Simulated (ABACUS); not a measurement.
Input of an ABACUS 3.10.1 run:

The input run_abacus.py:

```python
"""ABACUS run from a structure file: ASE reads it, the script writes STRU, KPT and INPUT."""
import re
import subprocess
from ase.io import read
from ase.units import Bohr

atoms = read("POSCAR")
atoms = atoms[(-atoms.numbers).argsort(kind="stable")]  # ABACUS lists atoms element by element
pseudo = {'Cd': 'Cd.upf', 'S': 'S.upf'}
orbital = {}
magmoms = None
kmesh = [5, 5, 3]
params = {
    'suffix': 'CdS',
    'calculation': 'scf',
    'basis_type': 'pw',
    'pseudo_dir': './',
    'symmetry': 1,
    'dft_functional': 'pbe',
    'ecutwfc': 103,
    'pseudo_rcut': 7,
    'nspin': 1,
    'nbands': 32,
    'ks_solver': 'dav',
    'smearing_method': 'fd',
    'smearing_sigma': 0.00367493,
    'scf_thr': 1e-08,
    'scf_nmax': 100,
    'mixing_type': 'broyden',
    'mixing_beta': 0.7,
    'cal_force': 1,
    'cal_stress': 1,
    'kpar': 4,
}

symbols = atoms.get_chemical_symbols()
elements = list(dict.fromkeys(symbols))
lines = ["ATOMIC_SPECIES"] + [f"{e} {atoms.get_masses()[symbols.index(e)]:.4f} {pseudo[e]}" for e in elements]
if orbital:
    lines += ["", "NUMERICAL_ORBITAL"] + [orbital[e] for e in elements]
lines += ["", "LATTICE_CONSTANT", f"{1 / Bohr:.10f}", "", "LATTICE_VECTORS"]
lines += [" ".join(f"{x:.10f}" for x in v) for v in atoms.cell]
lines += ["", "ATOMIC_POSITIONS", "Direct"]
for e in elements:
    lines += ["", e, "0.0", str(symbols.count(e))]
    for i, p in enumerate(atoms.get_scaled_positions(wrap=False)):
        if symbols[i] == e:
            mag = "" if magmoms is None else " mag " + " ".join(str(x) for x in (magmoms[i] if isinstance(magmoms[i], list) else [magmoms[i]]))
            lines.append(" ".join(f"{x:.10f}" for x in p) + " 1 1 1" + mag)
open("STRU", "w").write("\n".join(lines) + "\n")
open("KPT", "w").write("K_POINTS\n0\nGamma\n%d %d %d 0 0 0\n" % tuple(kmesh))
open("INPUT", "w").write("INPUT_PARAMETERS\n" + "".join(f"{k:<20s}{v}\n" for k, v in params.items()))

done = subprocess.run(['mpirun', '-np', '4', 'abacus'])
if done.returncode:
    raise SystemExit(done.returncode)
log = open("OUT.CdS/running_scf.log").read()
print("final energy (eV):", re.findall(r"FINAL_ETOT_IS (\S+)", log))
```

The input POSCAR:

```
CdS
1.0
    4.1500000000      0.0000000000      0.0000000000
   -2.0750000000      3.5940054257      0.0000000000
    0.0000000000      0.0000000000      6.7370000000
Cd S
2 2
Direct
    0.6666666667      0.3333333333      0.5000000000
    0.3333333333      0.6666666667      0.0000000000
    0.6666666667      0.3333333333      0.8750000000
    0.3333333333      0.6666666667      0.3750000000
```

Potentials or basis: PseudoDojo NC SR 0.5 PBE standard, plane waves.

Run with:

```sh
$ OMP_NUM_THREADS=1 python run_abacus.py > log
```

Q: Predict the band gap on the k mesh.

A: 1.19 eV, direct.

Q: What does it give for the pressure?

A: 2.1 GPa.

Q: Predict the largest force.

A: 0.065 eV/Å.

Stress tensor (GPa, compression positive):
```
1.94 0.00 0.00
0.00 1.94 0.00
0.00 0.00 2.53
```

**The experiment to reproduce.**

“Isotope dependence of band-gap energy”, 2008, arxiv:0807.2152 quotes, for a bulk crystal of CdS: band gap 2.5809 ± 0.0002 eV.

Measured gap of CdS: 2.5809 eV (quoted in “Isotope dependence of band-gap energy”, 2008, arxiv:0807.2152). This calculation gives 1.19 eV (-1.39 eV). So large a miss can be the level of theory's own, or it may mean another phase, state or a wrong row. Spin-orbit coupling on Cd is left out. The value is that of PBE, without temperature or zero-point motion. Semilocal functionals fall short of measured gaps as a rule.
